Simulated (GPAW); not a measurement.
Crystal: MnO.

```
CELL_PARAMETERS angstrom
0.00000 2.22391 2.22391
2.22391 0.00000 2.22391
2.22391 2.22391 0.00000
ATOMIC_POSITIONS crystal
Mn 0.00000 0.00000 0.00000
O 0.50000 0.50000 0.50000
```

The cell is a database's computed one.

Base run:

```yaml
Program: GPAW 26.7.0
Functional: PBEsol
Potentials_or_basis: PAW data sets generated in the run's folder for this functional
Cutoff: 800 eV
Basis: pw
k_mesh: 10 × 10 × 10
Occupations: fermi-dirac, width 0.05 eV
Spin: collinear spin, ferromagnetic start
Starting_moments: "[4.0, 0.0] μB"
Hubbard_terms: Mn d U = 1 eV
```

Its results: pressure -0.4 GPa; net moment 4.93 μB per cell; site moments Mn +4.38; O +0.17 μB.

Problem. The run is repeated on the same cell with these changes: hubbard terms from Mn d U = 1 eV to none. What comes out?

Solution. Pressure -5.9 GPa; net moment 4.72 μB per cell; site moments Mn +4.19; O +0.16 μB.

Caveats: a cell with one magnetic atom can't hold antiferromagnetic order, which such compounds often take.

Not every run made on this cell is shown here.
